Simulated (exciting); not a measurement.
# Cr (Im-3m) in exciting: a series of runs

One crystal, Cr, is run at these levels: revPBE, BLYP; tasks: band structure.

Program: exciting (release sodium). These are calculated values, not measurements. Logs are shortened: lines on timing, memory, paths and dates and some standing lists are left out, and cuts for length are marked.

**1. Starting point**

It takes space group Im-3m (No. 229, cubic). The conventional cell has a = 2.969 Å, b = 2.969 Å, c = 2.969 Å, α = 90.00°, β = 90.00°, γ = 90.00°. Cr (site symmetry m-3m) is surrounded by 8 Cr at 2.57 Å.

**2. Band structure, revPBE, collinear spin, ferromagnetic start**

The input, input.xml:

```xml
<input>
  <title>Cr</title>
  <structure speciespath="./" tshift="false">
    <crystal scale="1">
      <basevect>-2.805203336453 2.805203336453 2.805203336453</basevect>
      <basevect>2.805203336453 -2.805203336453 2.805203336453</basevect>
      <basevect>2.805203336453 2.805203336453 -2.805203336453</basevect>
    </crystal>
    <species speciesfile="Cr.xml" rmt="2">
      <atom coord="0.000000000000 0.000000000000 0.000000000000" bfcmt="0 0 -8"/>
    </species>
  </structure>
  <groundstate do="fromscratch" ngridk="12 12 12" rgkmax="9" gmaxvr="14" lmaxapw="10" lmaxmat="10" lmaxvr="8" xctype="GGA_PBE_R" stype="Fermi Dirac" swidth="0.00183747" nempty="20" ValenceRelativity="iora*" epsengy="1e-05" epspot="1e-05" maxscl="90" outputlevel="normal">
    <spin reducebf="0.5"/>
  </groundstate>
  <properties>
    <bandstructure>
      <plot1d>
        <path steps="80">
          <point coord="0 0 0" label="G"/>
          <point coord="0.5 -0.5 0.5" label="H"/>
          <point coord="0 0 0.5" label="N"/>
          <point coord="0 0 0" label="G"/>
          <point coord="0.25 0.25 0.25" label="P"/>
          <point coord="0.5 -0.5 0.5" label="H" breakafter="true"/>
          <point coord="0.25 0.25 0.25" label="P"/>
          <point coord="0 0 0.5" label="N"/>
        </path>
      </plot1d>
    </bandstructure>
    <dos nwdos="300" winddos="-0.6 0.5" inttype="tetra" ngrdos="100" nsmdos="2"/>
  </properties>
</input>
```

Potentials or basis: all-electron LAPW+lo, shipped species files, valence relativity iora*.

Command:

```console
$ OMP_NUM_THREADS=1 exciting_smp
```

INFO.OUT:

```text
================================================================================
EXCITING SODIUM started
[... 10 lines left out ...]

 Lattice vectors (cartesian) :
     -2.8052033365      2.8052033365      2.8052033365
      2.8052033365     -2.8052033365      2.8052033365
      2.8052033365      2.8052033365     -2.8052033365

 Reciprocal lattice vectors (cartesian) :
      0.0000000000      1.1199161974      1.1199161974
      1.1199161974      0.0000000000      1.1199161974
      1.1199161974      1.1199161974      0.0000000000

 Unit cell volume                           :      88.2984401673
 Brillouin zone volume                      :       2.8092253156

 Species :    1 (Cr)
     parameters loaded from                 :    Cr.xml
     name                                   :    chromium
     nuclear charge                         :     -24.00000000
     electronic charge                      :      24.00000000
     atomic mass                            :   94783.09195000
     muffin-tin radius                      :       2.00000000
     # of radial points in muffin-tin       :     350

     atomic positions (lattice) :
       1 :   0.00000000  0.00000000  0.00000000

     magnetic fields (cartesian) :
       1 :   0.00000000  0.00000000 -8.00000000

 Total number of atoms per unit cell        :       1

 Spin treatment                             :    spin-polarised
 Global magnetic field (cartesian) :        0.00000000   0.00000000   0.00000000
 collinear magnetisation in z-direction

 Number of Bravais lattice symmetries       :      48
 Number of crystal symmetries               :      48

 k-point grid                               :      12   12   12
 Total number of k-points                   :      72
 k-point set is reduced with crystal symmetries

 R^MT_min * |G+k|_max (rgkmax)              :       9.00000000
 Species with R^MT_min                      :       1 (Cr)
 Maximum |G+k| for APW functions            :       4.50000000
 Maximum |G| for potential and density      :      14.00000000

 G-vector grid sizes                        :      24    24    24
 Total number of G-vectors                  :    4093

 Maximum angular momentum used for
     APW functions                          :      10
     computing H and O matrix elements      :      10
     potential and density                  :       8
     inner part of muffin-tin               :       2

 Total nuclear charge                       :     -24.00000000
 Total electronic charge                    :      24.00000000
 Total core charge                          :      10.00000000
 Total valence charge                       :      14.00000000

 Number of empty states                     :      20
 Total number of valence states             :      56

 Maximum Hamiltonian size                   :     161
 Maximum number of plane-waves              :     148
 Total number of local-orbitals             :      13

 Exchange-correlation type                  :      21
     Revised PBE, Zhang-Yang, Phys. Rev. Lett. 80, 890 (1998)
     Generalised gradient approximation (GGA)

[... 20 lines left out ...]
+ SCF iteration number :    1                                                  +
++++++++++++++++++++++++++++++++++++++++++++++++++++++++++++++++++++++++++++++++
 Total energy                               :     -1040.83413528
 _______________________________________________________________
 Fermi energy                               :         0.46512911
 Kinetic energy                             :      1067.74867501
 Coulomb energy                             :     -2060.21316678
 Exchange energy                            :       -47.27777545
 Correlation energy                         :        -1.09186806
 No external B-field energy in total energy

 DOS at Fermi energy (states/Ha/cell)       :        24.07433030

 Electron charges :
     core                                   :        10.00000000
     core leakage                           :         0.00000000
     valence                                :        14.00000000
     interstitial                           :         2.69737997
     charge in muffin-tin spheres :
                  atom     1    Cr          :        21.30262003
     total charge in muffin-tins            :        21.30262003
     total charge                           :        24.00000000

 Moments :
     interstitial                           :        -0.01465259
     moment in muffin-tin spheres :
                  atom     1    Cr          :         0.36697630
     total moment in muffin-tins            :         0.36697630
     total moment                           :         0.35232371

++++++++++++++++++++++++++++++++++++++++++++++++++++++++++++++++++++++++++++++++
+ SCF iteration number :    2                                                  +
++++++++++++++++++++++++++++++++++++++++++++++++++++++++++++++++++++++++++++++++
 Total energy                               :     -1048.82396973
 _______________________________________________________________
 Fermi energy                               :         0.41308841
 Kinetic energy                             :      1064.13509351
 Coulomb energy                             :     -2064.21557548
 Exchange energy                            :       -47.65370027
 Correlation energy                         :        -1.08978749
 No external B-field energy in total energy

 DOS at Fermi energy (states/Ha/cell)       :        23.55122891

 Electron charges :
     core                                   :        10.00000000
     core leakage                           :         0.00000000
     valence                                :        14.00000000
     interstitial                           :         2.36810746
     charge in muffin-tin spheres :
                  atom     1    Cr          :        21.63189254
     total charge in muffin-tins            :        21.63189254
     total charge                           :        24.00000000

 Moments :
     interstitial                           :        -0.01268285
     moment in muffin-tin spheres :
                  atom     1    Cr          :         0.26070880
     total moment in muffin-tins            :         0.26070880
     total moment                           :         0.24802594

 RMS change in effective potential (target) :  0.586766E-01  ( 0.100000E-04)
 Absolute change in total energy   (target) :   7.98983      ( 0.100000E-04)
 Charge distance                   (target) :  0.323612E-01  ( 0.100000E-04)

++++++++++++++++++++++++++++++++++++++++++++++++++++++++++++++++++++++++++++++++
+ SCF iteration number :    3                                                  +
++++++++++++++++++++++++++++++++++++++++++++++++++++++++++++++++++++++++++++++++
 Total energy                               :     -1051.14773215
 _______________________________________________________________
 Fermi energy                               :         0.39792210
 Kinetic energy                             :      1062.98795211
 Coulomb energy                             :     -2065.27512765
 Exchange energy                            :       -47.77144461
 Correlation energy                         :        -1.08911200
 No external B-field energy in total energy
[... 363 lines left out ...]
 Moments :
     interstitial                           :        -0.00001222
     moment in muffin-tin spheres :
                  atom     1    Cr          :         0.00020009
     total moment in muffin-tins            :         0.00020009
     total moment                           :         0.00018786

 RMS change in effective potential (target) :  0.689714E-06  ( 0.100000E-04)
 Absolute change in total energy   (target) :  0.918514E-05  ( 0.100000E-04)
 Charge distance                   (target) :  0.447572E-07  ( 0.100000E-04)

++++++++++++++++++++++++++++++++++++++++++++++++++++++++++++++++++++++++++++++++
+ SCF iteration number :   14                                                  +
++++++++++++++++++++++++++++++++++++++++++++++++++++++++++++++++++++++++++++++++
 Total energy                               :     -1051.00544407
 _______________________________________________________________
 Fermi energy                               :         0.39185126
 Kinetic energy                             :      1062.84023654
 Coulomb energy                             :     -2064.98183548
 Exchange energy                            :       -47.77478357
 Correlation energy                         :        -1.08906156
 No external B-field energy in total energy

 DOS at Fermi energy (states/Ha/cell)       :        19.57808285

 Electron charges :
     core                                   :        10.00000000
     core leakage                           :         0.00000000
     valence                                :        14.00000000
     interstitial                           :         2.24138041
     charge in muffin-tin spheres :
                  atom     1    Cr          :        21.75861959
     total charge in muffin-tins            :        21.75861959
     total charge                           :        24.00000000

 Moments :
     interstitial                           :         0.00000108
     moment in muffin-tin spheres :
                  atom     1    Cr          :         0.00004247
     total moment in muffin-tins            :         0.00004247
     total moment                           :         0.00004355

 RMS change in effective potential (target) :  0.333834E-06  ( 0.100000E-04)
 Absolute change in total energy   (target) :  0.937262E-05  ( 0.100000E-04)
 Charge distance                   (target) :  0.467388E-07  ( 0.100000E-04)

++++++++++++++++++++++++++++++++++++++++++++++++++++++++++++++++++++++++++++++++
| Convergency criteria checked for the last 2 iterations                       +
| Convergence targets achieved. Performing final SCF iteration                 +
++++++++++++++++++++++++++++++++++++++++++++++++++++++++++++++++++++++++++++++++
 Total energy                               :     -1051.00544024
 _______________________________________________________________
 Fermi energy                               :         0.39185128
 Kinetic energy                             :      1062.84023838
 Coulomb energy                             :     -2064.98183369
 Exchange energy                            :       -47.77478337
 Correlation energy                         :        -1.08906157
 No external B-field energy in total energy

 DOS at Fermi energy (states/Ha/cell)       :        19.57810470

 Electron charges :
     core                                   :        10.00000000
     core leakage                           :         0.00000000
     valence                                :        14.00000000
     interstitial                           :         2.24138060
     charge in muffin-tin spheres :
                  atom     1    Cr          :        21.75861940
     total charge in muffin-tins            :        21.75861940
     total charge                           :        24.00000000

 Moments :
     interstitial                           :        -0.00000486
     moment in muffin-tin spheres :
                  atom     1    Cr          :         0.00006471
     total moment in muffin-tins            :         0.00006471
     total moment                           :         0.00005984

++++++++++++++++++++++++++++++++++++++++++++++++++++++++++++++++++++++++++++++++
[... 12 lines left out ...]
| EXCITING SODIUM stopped                                                      =
================================================================================
```

It took 96 s on 1 thread of Arm Neoverse V1, shared host; peak memory 0.1 GiB.

Results:

```yaml
Free_energy: -28599.3209 eV
Band_gap_on_the_k_mesh: none (metal or under the smearing width)
Net_moment: 0.00 μB per cell
All_electrons_inside_the_program's_atomic_spheres: Cr 21.76 (radii Cr 2.0 bohr)
```

Levels at the corners of the path, in eV from the Fermi level:
Spin up:
```
point  band 4  band 5  band 6  band 7  band 8  band 9  band 10  band 11
    Γ  -42.83   -7.39   -0.72   -0.72   -0.72    1.06     1.06    21.32
    H  -43.26   -3.56   -3.56    2.12    2.12    2.12     9.59     9.59
    N  -42.83   -3.82   -2.02    0.86    1.03    1.33     2.45     8.60
    Γ  -42.83   -7.39   -0.72   -0.72   -0.72    1.06     1.06    21.32
    P  -43.13   -2.00   -2.00   -2.00    1.38    1.38     9.22     9.22
    H  -43.26   -3.56   -3.56    2.12    2.12    2.12     9.59     9.59
    P  -43.13   -2.00   -2.00   -2.00    1.38    1.38     9.22     9.22
    N  -42.83   -3.82   -2.02    0.86    1.03    1.33     2.45     8.60
```
Spin down:
```csv
point,band 3,band 4,band 5,band 6,band 7,band 8,band 9,band 10,band 11,band 12
Γ,-42.83,-42.83,-7.39,-0.72,-0.72,-0.72,1.06,1.06,21.32,21.32
H,-43.26,-43.26,-3.56,-3.56,2.12,2.12,2.12,9.59,9.59,9.59
N,-43.03,-42.83,-3.82,-2.02,0.86,1.03,1.33,2.45,8.60,16.21
Γ,-42.83,-42.83,-7.39,-0.72,-0.72,-0.72,1.06,1.06,21.32,21.32
P,-43.13,-43.13,-2.00,-2.00,-2.00,1.38,1.38,9.22,9.22,9.22
H,-43.26,-43.26,-3.56,-3.56,2.12,2.12,2.12,9.59,9.59,9.59
P,-43.13,-43.13,-2.00,-2.00,-2.00,1.38,1.38,9.22,9.22,9.22
N,-43.03,-42.83,-3.82,-2.02,0.86,1.03,1.33,2.45,8.60,16.21
```

States per cell in windows of 0.5 eV (zero at the Fermi level; states under -8 eV left out):
```
from (eV)    up  down
     -8.0  0.00  0.00
     -7.5  0.01  0.01
     -7.0  0.02  0.02
     -6.5  0.02  0.02
     -6.0  0.03  0.03
     -5.5  0.04  0.04
     -5.0  0.05  0.05
     -4.5  0.08  0.08
     -4.0  0.19  0.19
     -3.5  0.32  0.32
     -3.0  0.30  0.30
     -2.5  0.36  0.36
     -2.0  0.58  0.58
     -1.5  0.57  0.57
     -1.0  0.31  0.31
     -0.5  0.16  0.16
      0.0  0.31  0.31
      0.5  0.63  0.63
      1.0  0.76  0.76
      1.5  0.41  0.41
      2.0  0.18  0.18
      2.5  0.10  0.10
      3.0  0.09  0.09
      3.5  0.08  0.08
      4.0  0.07  0.07
      4.5  0.07  0.07
      5.0  0.06  0.06
      5.5  0.05  0.05
      6.0  0.04  0.04
      6.5  0.04  0.04
      7.0  0.02  0.02
      7.5  0.01  0.01
```

Caveat: the starting moments collapsed, and a magnetic state may lie lower; the log's total energy holds no entropy term; the free energy is that total less TS from the occupations.

**3. Band structure, BLYP, collinear spin, ferromagnetic start**

input.xml, as its differences from that of step 2:

```diff
@@ -12,3 +12,4 @@
   </structure>
-  <groundstate do="fromscratch" ngridk="12 12 12" rgkmax="9" gmaxvr="14" lmaxapw="10" lmaxmat="10" lmaxvr="8" xctype="GGA_PBE_R" stype="Fermi Dirac" swidth="0.00183747" nempty="20" ValenceRelativity="iora*" epsengy="1e-05" epspot="1e-05" maxscl="90" outputlevel="normal">
+  <groundstate do="fromscratch" ngridk="12 12 12" rgkmax="9" gmaxvr="14" lmaxapw="10" lmaxmat="10" lmaxvr="8" stype="Fermi Dirac" swidth="0.00183747" nempty="20" ValenceRelativity="iora*" epsengy="1e-05" epspot="1e-05" maxscl="90" outputlevel="normal">
+    <libxc exchange="XC_GGA_X_B88" correlation="XC_GGA_C_LYP"/>
     <spin reducebf="0.5"/>
@@ -30,3 +31,2 @@
     </bandstructure>
-    <dos nwdos="300" winddos="-0.6 0.5" inttype="tetra" ngrdos="100" nsmdos="2"/>
   </properties>
```

Potentials or basis: all-electron LAPW+lo, shipped species files, valence relativity iora*.

Command:

```console
$ OMP_NUM_THREADS=1 exciting_smp
```

Wall time 95 s (1 thread of Arm Neoverse V1, shared host); peak memory 0.11 GiB.

It converged, with:

* Free energy: -28602.9979 eV
* Band gap on the k mesh: none (metal or under the smearing width)
* Net moment: 0.00 μB per cell
* All electrons inside the program's atomic spheres: Cr 21.81 (radii Cr 2.0 bohr)

Levels at the corners of the path, in eV from the Fermi level:
Spin up:
| point | band 3 | band 4 | band 5 | band 6 | band 7 | band 8 | band 9 | band 10 | band 11 | band 12 |
| --- | --- | --- | --- | --- | --- | --- | --- | --- | --- | --- |
| Γ | -42.71 | -42.71 | -7.24 | -0.80 | -0.80 | -0.80 | 1.03 | 1.03 | 21.56 | 21.56 |
| H | -43.15 | -43.15 | -3.53 | -3.53 | 2.05 | 2.05 | 2.05 | 9.69 | 9.69 | 9.69 |
| N | -42.91 | -42.71 | -3.80 | -2.08 | 0.98 | 1.09 | 1.29 | 2.37 | 8.62 | 16.44 |
| Γ | -42.71 | -42.71 | -7.24 | -0.80 | -0.80 | -0.80 | 1.03 | 1.03 | 21.56 | 21.56 |
| P | -43.02 | -43.02 | -1.99 | -1.99 | -1.99 | 1.34 | 1.34 | 9.38 | 9.38 | 9.38 |
| H | -43.15 | -43.15 | -3.53 | -3.53 | 2.05 | 2.05 | 2.05 | 9.69 | 9.69 | 9.69 |
| P | -43.02 | -43.02 | -1.99 | -1.99 | -1.99 | 1.34 | 1.34 | 9.38 | 9.38 | 9.38 |
| N | -42.91 | -42.71 | -3.80 | -2.08 | 0.98 | 1.09 | 1.29 | 2.37 | 8.62 | 16.44 |
Spin down:
| point | band 4 | band 5 | band 6 | band 7 | band 8 | band 9 | band 10 | band 11 |
| --- | --- | --- | --- | --- | --- | --- | --- | --- |
| Γ | -42.71 | -7.24 | -0.80 | -0.80 | -0.80 | 1.03 | 1.03 | 21.56 |
| H | -43.15 | -3.53 | -3.53 | 2.05 | 2.05 | 2.05 | 9.69 | 9.69 |
| N | -42.71 | -3.80 | -2.08 | 0.98 | 1.09 | 1.29 | 2.37 | 8.62 |
| Γ | -42.71 | -7.24 | -0.80 | -0.80 | -0.80 | 1.03 | 1.03 | 21.56 |
| P | -43.02 | -1.99 | -1.99 | -1.99 | 1.34 | 1.34 | 9.38 | 9.38 |
| H | -43.15 | -3.53 | -3.53 | 2.05 | 2.05 | 2.05 | 9.69 | 9.69 |
| P | -43.02 | -1.99 | -1.99 | -1.99 | 1.34 | 1.34 | 9.38 | 9.38 |
| N | -42.71 | -3.80 | -2.08 | 0.98 | 1.09 | 1.29 | 2.37 | 8.62 |

Caveat: the starting moments collapsed, and a magnetic state may lie lower; the log's total energy holds no entropy term; the free energy is that total less TS from the occupations.

**4. The reference run**

An earlier run on the cell as given: functional PBE; potentials or basis all-electron LAPW+lo, shipped species files, valence relativity iora*; rgkmax 9; k mesh 12 × 12 × 12; occupations fermi-dirac, width 0.05 eV; collinear spin, ferromagnetic start.

- Band gap on the k mesh: none (metal or under the smearing width)
- Net moment: 0.00 μB per cell
- All electrons inside the program's atomic spheres: Cr 21.76 (radii Cr 2.0 bohr)
